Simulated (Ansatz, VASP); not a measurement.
# Two plane-wave programs on Pt

POSCAR

```
Pt
1.0
   -1.5735873306      1.5735873306      1.5735873306
    1.5735873306     -1.5735873306      1.5735873306
    1.5735873306      1.5735873306     -1.5735873306
Pt
1
Direct
    0.0000000000      0.0000000000      0.0000000000
```

The input INCAR.step1:

```
SYSTEM = Pt
  ALGO = Normal
  EDIFF = 1E-4
  ENCUT = 520
  GGA = PE
  ISMEAR = -1
  LASPH = .True.
  LCHARG = .False.
  LREAL = .False.
  LWAVE = .True.
  NBANDS = 11
  NELM = 100
  PREC = Accurate
  SIGMA = 0.05
```

File INCAR.step2:

```
SYSTEM = Pt
  ALGO = Normal
  EDIFF = 1E-6
  ENCUT = 520
  ISIF = 2
  ISMEAR = -1
  ISTART = 1
  LASPH = .True.
  LCHARG = .True.
  LELF = .True.
  LMIXTAU = .True.
  LREAL = .False.
  LVHAR = .True.
  LWAVE = .False.
  METAGGA = R2SCAN
  NBANDS = 11
  NELM = 100
  PREC = Accurate
  SIGMA = 0.05
```

Contents of KPOINTS:

```
k-points
0
Gamma
  12 12 12
  0 0 0
```

Contents of input.yaml:

```yaml
crystal:
  lattice:
    - [-1.5735873306, 1.5735873306, 1.5735873306]
    - [1.5735873306, -1.5735873306, 1.5735873306]
    - [1.5735873306, 1.5735873306, -1.5735873306]
  atoms:
    - { symbol: Pt, position: [0.0, 0.0, 0.0] }
hamiltonian:
  xc: r2scan
  pseudopotentials: { kind: paw }
kpoints:
  mp_grid: { grid: [12, 12, 12] }
scf:
  occupations: { method: fermi_dirac, width: 0.05 }
output:
  forces: true
  stress: true
  eigenvalues: true
```

This isn't the form of Pt at room conditions, which is fcc.

Alike in both runs: task single point; functional r2SCAN; k mesh 12 × 12 × 12; occupations fermi-dirac, width 0.05 eV; no spin polarisation.

```csv
,VASP,Ansatz
version,VASP 6.6.1,Ansatz 0.2.0
potentials or method,"VASP PAW PBE potentials, release 64 (Pt)",Ansatz PAW
plane-wave cutoff (eV),520,500
valence electrons in the cell,10,18
```

```tsv
	VASP	Ansatz	Ansatz less VASP
gap on the k mesh at the Fermi level (eV)	none	none	-
pressure (GPa)	-1.5	-2.1	-0.62
```

A gap of «none» marks a metal or a gap that the smearing closes. The two sets of potentials don't hold the same shells in valence.

Caveats: the PAW data sets were made with another functional, which shifts forces and pressure a little (VASP); the PAW data sets come from PBE, with cores solved anew for the run's functional, which leaves a small shift of forces and pressure (Ansatz). The runs have no spin-orbit coupling, so splittings on Pt are missing.
